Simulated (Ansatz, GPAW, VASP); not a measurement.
WC: programs and potentials compared

```xyz
2
Lattice="2.9065 0.0000 0.0000 -1.4532 2.5171 0.0000 0.0000 0.0000 2.8366" Properties=species:S:1:pos:R:3 pbc="T T T"
W     0.0000    0.0000    0.0000
C     1.4533    0.8390    1.4183
```

Alike in all runs: task single point; functional PBE; k mesh 10 × 10 × 9; occupations gaussian, width 0.022 eV; no spin polarisation; no spin-orbit coupling. Pressure is positive in compression and, in plane waves, holds the error of the finite cutoff, which Ansatz's Pulay term estimates and takes out.

```json
{"program and potentials": "Ansatz, Ansatz PAW", "plane-wave cutoff (eV)": "420", "notes": "Pulay term of +0.31 GPa included", "pressure (GPa)": "5.60"}
{"program and potentials": "Ansatz, all-electron LAPW, scalar-relativistic", "plane-wave cutoff (eV)": "-", "notes": "-", "pressure (GPa)": "5.69"}
{"program and potentials": "VASP, PBE PAW files C, W_sv, 520 eV", "plane-wave cutoff (eV)": "520", "notes": "-", "pressure (GPa)": "6.73"}
{"program and potentials": "GPAW, GPAW PAW data sets (gpaw-data 1.2.1)", "plane-wave cutoff (eV)": "800", "notes": "-", "pressure (GPa)": "5.36"}
```

The pressure spans 5.36 (GPAW, GPAW PAW data sets (gpaw-data 1.2.1)) to 6.73 GPa (VASP, PBE PAW files C, W_sv, 520 eV), with all-electron results at 5.69.

Differences between rows come from potentials, basis sets and numerical settings, since the functional is the same but for its coding. Runs on potential files found faulty are left out.

All four runs put this cell under compression, so PBE would favour a somewhat larger volume. As the cell lies close to the measured lattice of hexagonal WC, this fits the functional's usual slight underbinding in solids. The pressures look large only because WC is so stiff: strong covalent mixing of W 5d with C 2p states, with the bonding states largely filled, makes the energy rise steeply with strain. Even the full spread between programs therefore corresponds to a very small change in equilibrium lattice constants.

Ansatz PAW and GPAW lie close to the all-electron value, while VASP stands clearly above it. A missing Pulay term is an unlikely cause, since a correction of the same sign as in Ansatz would raise the VASP pressure further, which leaves the tungsten or carbon potential as the more probable source. A single averaged pressure does not show whether the a and c axes would expand equally on relaxation.
